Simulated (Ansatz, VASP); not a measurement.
This is a calculation of GaSb for VASP 6.6.1.

The input INCAR:

```
SYSTEM = GaSb
PREC = Accurate
ENCUT = 520
EDIFF = 1E-6
ISMEAR = -1
SIGMA = 0.05
LREAL = .FALSE.
LASPH = .TRUE.
NELM = 80
ALGO = Normal
ISIF = 2
LWAVE = .FALSE.
LCHARG = .FALSE.
GGA = PS
NBANDS = 16
```

Contents of KPOINTS:

```
Automatic mesh
0
G
  8 8 8
  0 0 0
```

POSCAR

```
GaSb
1.0
    0.0000000000      3.0992546163      3.0992546163
    3.0992546163      0.0000000000      3.0992546163
    3.0992546163      3.0992546163      0.0000000000
Sb Ga
1 1
Direct
    0.7500000000      0.7500000000      0.7500000000
    0.0000000000      0.0000000000      0.0000000000
```

Potentials or basis: VASP PAW PBE potentials, release 64 (Sb, Ga_d).

Run with:

```bash
$ cat potpaw_PBE.64/Sb/POTCAR potpaw_PBE.64/Ga_d/POTCAR > POTCAR
$ mpirun -np 1 vasp_std > vasp.out
```

Q: Set up the same calculation for Ansatz 0.2.0. Potentials there: all-electron LAPW, scalar-relativistic.

A: As run (the cutoff follows the program's own potentials):

The input input.yaml:

```yaml
crystal:
  lattice:
    - [0.0, 3.0992546163, 3.0992546163]
    - [3.0992546163, 0.0, 3.0992546163]
    - [3.0992546163, 3.0992546163, 0.0]
  atoms:
    - { symbol: Sb, position: [0.75, 0.75, 0.75] }
    - { symbol: Ga, position: [0.0, 0.0, 0.0] }
kpoints:
  mp_grid: { grid: [8, 8, 8] }
scf:
  occupations: { method: fermi_dirac, width: 0.05 }
hamiltonian:
  xc: pbesol
  pseudopotentials: { kind: all_electron, lapw: { basis_error: 0.0005 } }
output:
  forces: true
  stress: true
  eigenvalues: true
```

Potentials or basis: all-electron LAPW, scalar-relativistic.

Launch:

```sh
$ ansatz run input.yaml --threads 1 --pin off --max-ram 3072MiB --backend cpu --events-out ev --progress --plain --runs-dir out
```

Both were run:

|  | VASP | Ansatz | Ansatz less VASP |
| --- | --- | --- | --- |
| gap on the k mesh at the Fermi level (eV) | none | none | - |
| pressure (GPa) | -1.9 | -2.0 | -0.08 |

A gap of «none» marks a metal or a gap that the smearing closes. Ansatz ran all-electron here, so the differences hold the error of VASP's frozen core and of both bases.

Caveats: the PAW data sets were made with another functional, which shifts forces and pressure a little (VASP). Spin-orbit coupling is left out, which matters for the levels of Sb.
